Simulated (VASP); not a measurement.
## Rh: relaxation of cell and atoms with RPBE+D4+U

Crystal: Rh.

```
Rh
1.0
     0.00000    1.89785    1.89785
     1.89785    0.00000    1.89785
     1.89785    1.89785    0.00000
Rh
1
Cartesian
  0.0000 0.0000 0.0000
```

| Property | Result |
| --- | --- |
| Program | VASP 6.6.1 |
| Task | relaxation of cell and atoms |
| Functional | RPBE |
| Dispersion | D4 |
| Potentials or basis | VASP PAW PBE potentials, release 54 (Rh) |
| Cutoff | 580 eV |
| k mesh | 12 × 12 × 12 |
| Occupations | methfessel-paxton, width 0.2 eV |
| Spin | no spin polarisation |
| Hubbard terms | Rh d U = 4 eV |
| Further INCAR settings | ALGO = Normal; EDIFF = 1e-07; IBRION = 2; EDIFFG = -0.02; NSW = 40; ISIF = 3 |

```yaml
Relaxed_volume: 12.68 Å³/atom
Relaxed_cell: a = 2.618 Å, b = 2.618 Å, c = 2.618 Å, α = 60.00°, β = 60.00°, γ = 60.00°
Space_group_after_relaxing_to_0.05_Å: Fm-3m (No. 225)
Energy_gained_by_relaxing: 60.9 meV/atom
Ionic_steps: 5
Pressure_after_relaxing: 0.2 GPa
Band_gap_on_the_k_mesh: none (metal or under the smearing width)
Dispersion_energy_per_atom: -1.764 eV
```

Step by step:
```csv
step,energy change (eV),largest force (eV/Å),pressure (GPa),volume (Å³)
1,0.0000,0.0000,-18.38,13.67
2,0.3036,0.0000,72.34,10.80
3,-0.0607,0.0000,-1.24,12.74
4,-0.0609,0.0000,-0.30,12.70
5,-0.0609,0.0000,0.15,12.68
```

Final structure:
```yaml
crystal:
  lattice:
    - [0.00000, 1.85102, 1.85102]
    - [1.85102, 0.00000, 1.85102]
    - [1.85102, 1.85102, 0.00000]
  atoms:
    - { symbol: Rh, position: [0.00000, 0.00000, 0.00000] }
```

Levels at points of the mesh, in eV from the Fermi level:
```
           k point  band 1  band 2  band 3  band 4  band 5  band 6  band 7  band 8
(0.00, 0.00, 0.00)   -7.66   -3.42   -3.42   -3.42   -1.52   -1.52   16.71   17.14
(0.50, 0.00, 0.00)   -6.60   -3.82   -3.82    0.58    0.58    1.54   10.02   16.27
(0.50, 0.50, 0.00)   -7.43   -6.69    0.24    1.25    1.25    4.27   13.42   14.67
```

Eigenvalues of the final occupation matrices:
```
    site  spin  trace               eigenvalues
site 1 d     1   3.86  0.72 0.72 0.72 0.85 0.85
site 1 d     2   3.86  0.72 0.72 0.72 0.85 0.85
```

Wall time 26 s on 1 thread of Intel(R) Xeon(R) Platinum 8488C (Sapphire Rapids), on a shared host, peak memory 0.15 GiB.

Caveat: the PAW data sets were made with another functional, which shifts forces and pressure a little; U without spin polarisation on a metal has little footing; pairwise dispersion overbinds metals, which lowers pressure and volume; the U is typed as a test and isn't derived for this compound.
